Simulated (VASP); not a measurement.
Crystal: Se.

```
Se
1.0
    -1.65219    1.65219    2.51356
     1.65219   -1.65219    2.51356
     1.65219    1.65219   -2.51356
Se
1
Cartesian
  0.0000 0.0000 0.0000
```

The cell was built by a generator and needn't be a form met in nature.

- Program: VASP 6.6.1
- Task: relaxation of cell and atoms
- Functional: r2SCAN
- Potentials or basis: VASP PAW PBE potentials, release 64 (Se)
- Cutoff: 600 eV
- k mesh: 8 × 8 × 8
- Occupations: gaussian, width 0.1 eV
- Spin: no spin polarisation

At the start: pressure -10.7 GPa; volume 27.45 Å³/atom.

Where does the relaxation end?

Over 29 steps the energy falls by 906.7 meV/atom and the volume is 26.84 Å³/atom (-2.2 %); space group I4/mmm (No. 139, to 0.05 Å).

The path:
```csv
step,energy change (eV),largest force (eV/Å),pressure (GPa),volume (Å³)
1,0.0000,0.0000,-10.71,27.45
2,-0.3407,0.0000,-1.38,20.77
3,-0.3442,0.0000,0.46,20.25
4,-0.3636,0.0000,0.83,20.25
5,-0.4716,0.0000,3.13,20.13
6,-0.6578,0.0000,13.36,19.44
7,2.0317,0.0000,114.37,16.57
8,-0.6663,0.0000,15.62,19.28
9,-0.6574,0.0000,17.81,19.15
10,-0.6590,0.0000,17.87,19.17
11,-0.6628,0.0000,18.13,19.22
12,-0.6655,0.0000,18.82,19.31
13,-0.6712,0.0000,18.50,19.36
14,-0.6877,0.0000,17.56,19.52
15,-0.7185,0.0000,15.75,19.84
16,-0.7715,0.0000,12.35,20.48
17,-0.8458,0.0000,6.72,21.81
18,-0.8936,0.0000,-0.90,24.62
19,-0.8938,0.0000,-0.69,24.51
20,-0.8938,0.0000,-0.48,24.40
21,-0.8953,0.0000,-0.36,24.44
22,-0.8989,0.0000,-0.04,24.57
23,-0.9026,0.0000,0.65,24.83
24,-0.9030,0.0000,0.98,24.94
25,-0.9045,0.0000,0.55,25.29
26,-0.9058,0.0000,-0.20,25.98
27,-0.9058,0.0000,-0.31,26.09
28,-0.9064,0.0000,-0.20,26.33
29,-0.9067,0.0000,0.07,26.84
```

Final structure:
```
CELL_PARAMETERS angstrom
-1.30983 1.30983 3.91042
1.30983 -1.30983 3.91042
1.30983 1.30983 -3.91042
ATOMIC_POSITIONS crystal
Se 0.00000 0.00000 0.00000
```

Caveat: the PAW data sets were made with another functional, which shifts forces and pressure a little.
